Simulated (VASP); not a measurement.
Here is a VASP 6.6.1 calculation.

POSCAR

```
ZrB2
1.0
    3.1679282684     -0.0000002887      0.0000000000
   -1.5839638842      2.7435065022      0.0000000000
    0.0000000000      0.0000000000      3.5498528147
Zr B
1 2
Direct
    0.0000000000      0.0000000000      0.0000000000
    0.3333333333      0.6666666667      0.5000000000
    0.6666666667      0.3333333333      0.5000000000
```

Contents of INCAR.step1:

```
ALGO = Normal ; EDIFF = 1E-4
ENCUT = 520 ; GGA = PE
ISMEAR = 0 ; LASPH = True
LCHARG = False ; LREAL = False
LWAVE = True ; NBANDS = 16
NELM = 100 ; PREC = Accurate
SIGMA = 0.1
```

The input INCAR.step2:

```
ALGO = Normal ; EDIFF = 1E-7
ENCUT = 520 ; ISIF = 2
ISMEAR = 0 ; ISTART = 1
LASPH = True ; LCHARG = False
LMIXTAU = True ; LREAL = False
LWAVE = False ; METAGGA = R2SCAN
NBANDS = 16 ; NELM = 100
PREC = Accurate ; SIGMA = 0.1
```

KPOINTS

```
k-points
0
Gamma
  18 18 14
```

Potentials or basis: VASP PAW PBE potentials, release 64 (Zr_sv, B).

Command:

```sh
$ cat potpaw_PBE.64/Zr_sv/POTCAR potpaw_PBE.64/B/POTCAR > POTCAR
$ cp INCAR.step1 INCAR
$ mpirun -np 1 vasp_std > vasp.out
$ cp INCAR.step2 INCAR
$ mpirun -np 1 vasp_std > vasp.out
```

(1) What does it give for the band gap on the k mesh?

(2) What does it give for the pressure?

Results:

(1) none (metal or under the smearing width).

(2) 0.1 GPa.

Caveat: the PAW data sets were made with another functional, which shifts forces and pressure a little.
